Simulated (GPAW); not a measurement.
A run of GPAW 26.7.0:

run.py

```python
import numpy as np
from ase.dft.bandgap import bandgap
from ase.io import read, write
from gpaw import GPAW, PW, setup_paths
from gpaw.response.df import DielectricFunction

setup_paths.insert(0, '.')

atoms = read('POSCAR')

calc = GPAW(mode=PW(400),
            xc='PBEsol',
            kpts={'size': (6, 6, 6), 'gamma': True},
            occupations={'name': 'fermi-dirac', 'width': 0.001},
            nbands=19,
            convergence={'density': 1e-06},
            maxiter=150,
            txt='gpaw.txt')
atoms.calc = calc
energy = atoms.get_potential_energy()
calc.write('gs.gpw')
write('result.traj', atoms)
print(f'Energy: {energy:.6f} eV')
print('Fermi level:', round(calc.get_fermi_level(), 4), 'eV')
print(f'Gap: {bandgap(calc)[0]:.4f} eV, direct: {bandgap(calc, direct=True)[0]:.4f} eV')

for size in [(18, 18, 18)]:
    name = 'x'.join(str(n) for n in size)
    dense = calc.fixed_density(kpts={'size': size, 'gamma': True},
                               nbands=36, convergence={'bands': 30, 'eigenstates': 1e-7},
                               update_fermi_level=True, txt=f'dense-{name}.txt')
    dense.write(f'{name}.gpw', mode='all')
    df = DielectricFunction(f'{name}.gpw', frequencies=np.array([0.0]), hilbert=False, eta=0.001,
                            ecut=80, nbands=30, intraband=False, txt=f'df-{name}.txt')
    for xc in ['RPA']:
        for direction in ['x', 'y', 'z', [0, 1, 1], [1, 0, 1], [1, 1, 0]]:
            e0, e = df.get_macroscopic_dielectric_constant(xc=xc, direction=direction)
            print(f'{name} {xc} {direction}: {e0:.4f} without, {e:.4f} with local fields')
```

File POSCAR:

```
SnTe
1.0
    0.0000000000      3.1508500000      3.1508500000
    3.1508500000      0.0000000000      3.1508500000
    3.1508500000      3.1508500000      0.0000000000
Te Sn
1 1
Direct
    0.5000000000      0.5000000000      0.5000000000
    0.0000000000      0.0000000000      0.0000000000
```

Potentials or basis: PAW data sets generated in the run's folder for this functional, pw.

Command:

```bash
$ gpaw-setup -f PBEsol Sn Te
$ OMP_NUM_THREADS=1 python run.py
```

Hardware: 1 thread of Arm Neoverse V1, on a shared host.

Task: Estimate the wall time of this run.

Result: Run time: 3.8 min on 1 thread of Arm Neoverse V1, with other jobs on the host, peak memory 0.46 GiB. Counts: scf iterations 23, plane waves 1158, bands 19, k points 16.
